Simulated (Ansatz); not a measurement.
Write the native input for Ansatz 0.2.0 that does the following.

```
Task                : relaxation of cell and atoms
Functional          : PBE
Potentials or basis : Ansatz PAW
Cutoff              : 420 eV (not typed: the program's choice for these potentials)
k mesh              : 6 × 6 × 3
Occupations         : fermi-dirac, width 0.05 eV
Spin                : no spin polarisation
```

MgS:

```
S Mg
1.0
     4.03462    0.00000    0.00000
    -2.01731    3.49409    0.00000
     0.00000    0.00000    6.43229
S Mg
2 2
Cartesian
  2.0173 1.1647 5.6556
  0.0000 2.3294 2.4394
  0.0000 2.3294 6.4050
  2.0173 1.1647 3.1888
```

The cell comes from a database or a generator and needn't be the stable form of this composition.

The input as run:

input.yaml

```yaml
crystal:
  lattice:
    - [4.0346224068, 0.0, 0.0]
    - [-2.0173112034, 3.494085499, 0.0]
    - [0.0, 0.0, 6.43229418]
  atoms:
    - { symbol: S, position: [0.6666666667, 0.3333333333, 0.87924415] }
    - { symbol: S, position: [0.3333333333, 0.6666666667, 0.37924415] }
    - { symbol: Mg, position: [0.3333333333, 0.6666666667, 0.99575485] }
    - { symbol: Mg, position: [0.6666666667, 0.3333333333, 0.49575485] }
hamiltonian:
  xc: pbe
  pseudopotentials: { kind: paw }
kpoints:
  mp_grid: { grid: [6, 6, 3] }
scf:
  occupations: { method: fermi_dirac, width: 0.05 }
output:
  forces: true
  stress: true
  eigenvalues: true
  write_density: true
  write_potential: true
  elf: true
  volumetric_format: npy
relax:
  f_tol: 0.01
  max_steps: 40
  cell: { stress_tol: 0.05 }
```

Potentials or basis: Ansatz PAW.

Run with:

```sh
$ ansatz run input.yaml --threads 2 --pin off --max-ram 5632MiB --backend cpu --events-out ev --progress --plain --runs-dir out
```

It gave:

```yaml
Relaxed_volume: 23.10 Å³/atom
Relaxed_cell: a = 4.056 Å, b = 4.056 Å, c = 6.488 Å, α = 90.00°, β = 90.00°, γ = 120.00°
Space_group_after_relaxing_to_0.05_Å: P6_3mc (No. 186)
Energy_gained_by_relaxing: 1.6 meV/atom
Ionic_steps: 4
Pressure_after_relaxing: 0.0 GPa
Largest_force_after_relaxing: 0.008 eV/Å
Band_gap_on_the_k_mesh: 3.37 eV, direct
```

Caveat: odd divisions of the mesh miss points on the zone boundary, where band edges often lie, so the gap on the mesh can be too wide; the plane-wave basis is chosen anew once the cell has moved, so the energies of steps on either side of that aren't comparable.

Run time: 2.1 s on 2 threads of AMD EPYC 9R45 96-Core Processor (Zen 5), on a shared host, peak memory 0.38 GiB.
